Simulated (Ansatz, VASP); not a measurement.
**BN: VASP beside Ansatz**

Contents of INCAR:

```
  PREC = Accurate
  ENCUT = 520
  EDIFF = 1E-6
  ISMEAR = 0
  SIGMA = 0.1
  LREAL = False
  LASPH = True
  NELM = 100
  ALGO = Normal
  ISIF = 2
  LWAVE = False
  LCHARG = False
  GGA = PE
  IVDW = 12
  NBANDS = 16
```

File KPOINTS:

```
Automatic mesh
0
Gamma
  9 9 4
```

File POSCAR:

```
BN
1.0
    2.4982400000      0.0000000000      0.0000000000
   -1.2491200000      2.1635393048      0.0000000000
    0.0000000000      0.0000000000      6.6357000000
B N
2 2
Direct
    0.3333333333      0.6666666667      0.2500000000
    0.6666666667      0.3333333333      0.7500000000
    0.3333333333      0.6666666667      0.7500000000
    0.6666666667      0.3333333333      0.2500000000
```

Input for Ansatz:

```yaml
crystal:
  lattice:
    - [2.49824, 0.0, 0.0]
    - [-1.24912, 2.1635393048, 0.0]
    - [0.0, 0.0, 6.6357]
  atoms:
    - { symbol: B, position: [0.3333333333, 0.6666666667, 0.25] }
    - { symbol: B, position: [0.6666666667, 0.3333333333, 0.75] }
    - { symbol: "N", position: [0.3333333333, 0.6666666667, 0.75] }
    - { symbol: "N", position: [0.6666666667, 0.3333333333, 0.25] }
basis:
  ecutwfc: 420
kpoints:
  mp_grid: { grid: [9, 9, 4] }
hamiltonian:
  xc: pbe
  dispersion: d3bj
scf:
  occupations: { method: gaussian, width: 0.1 }
output:
  forces: true
  stress: true
  eigenvalues: true
```

Alike in both runs: task single point; functional PBE; dispersion D3(BJ); k mesh 9 × 9 × 4; occupations gaussian, width 0.1 eV; no spin polarisation.

```csv
,VASP,Ansatz
version,VASP 6.6.1,Ansatz 0.2.0
potentials or method,"VASP PAW PBE potentials, release 64 (B, N)","scalar-relativistic, plane waves, PAW"
plane-wave cutoff (eV),520,420
valence electrons in the cell,16,16
```

```csv
,VASP,Ansatz,Ansatz less VASP
gap on the k mesh at the Fermi level (eV),4.41,4.41,+0.007
least direct gap on the mesh (eV),4.66,4.66,+0.003
pressure (GPa),2.4,2.4,-0.07
largest component of the traceless stress (GPa),2.66,2.46,-0.203
```

Caveats: an odd mesh through Γ misses points on the zone boundary, where band edges often lie. Expect the measured gap to be larger: semilocal functionals such as PBE lack the derivative discontinuity.
